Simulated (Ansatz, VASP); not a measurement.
**Two plane-wave programs on CdSe**

INCAR

```
PREC = Accurate
ENCUT = 520
EDIFF = 1E-7
ISMEAR = 0
SIGMA = 0.05
LREAL = False
LASPH = True
NELM = 80
ALGO = Normal
ISIF = 2
LWAVE = False
LCHARG = True
GGA = PS
LELF = True
LVHAR = True
NBANDS = 16
```

File KPOINTS:

```
regular mesh
0
Gamma
  10 10 10
```

File POSCAR:

```
CdSe
1.0
    0.0000000000      2.8127422829      2.8127422829
    2.8127422829      0.0000000000      2.8127422829
    2.8127422829      2.8127422829      0.0000000000
Cd Se
1 1
Direct
    0.0000000000      0.0000000000      0.0000000000
    0.5000000000      0.5000000000      0.5000000000
```

Input for Ansatz:

```yaml
crystal:
  lattice:
    - [0.0, 2.8127422829, 2.8127422829]
    - [2.8127422829, 0.0, 2.8127422829]
    - [2.8127422829, 2.8127422829, 0.0]
  atoms:
    - { symbol: Cd, position: [0.0, 0.0, 0.0] }
    - { symbol: Se, position: [0.5, 0.5, 0.5] }
basis:
  ecutwfc: 420
  ecutrho_ratio: 4
kpoints:
  mp_grid: { grid: [10, 10, 10] }
hamiltonian:
  xc: pbesol
scf:
  occupations: { method: gaussian, width: 0.05 }
output:
  forces: true
  stress: true
  eigenvalues: true
```

Alike in both runs: task single point; functional PBEsol; k mesh 10 × 10 × 10; occupations gaussian, width 0.05 eV; no spin polarisation.

|  | VASP | Ansatz |
| --- | --- | --- |
| version | VASP 6.6.1 | Ansatz 0.2.0 |
| potentials or method | VASP PAW PBE potentials, release 64 (Cd, Se) | scalar-relativistic, plane waves, PAW |
| plane-wave cutoff (eV) | 520 | 420 |
| valence electrons in the cell | 18 | 36 |

|  | VASP | Ansatz | Ansatz less VASP |
| --- | --- | --- | --- |
| gap on the k mesh at the Fermi level (eV) | none | none | - |
| pressure (GPa) | 0.5 | 0.1 | -0.46 |

A gap of «none» marks a metal or a gap that the smearing closes. The two sets of potentials don't hold the same shells in valence.

Caveats: the PAW data sets were made with another functional, which shifts forces and pressure a little (VASP).
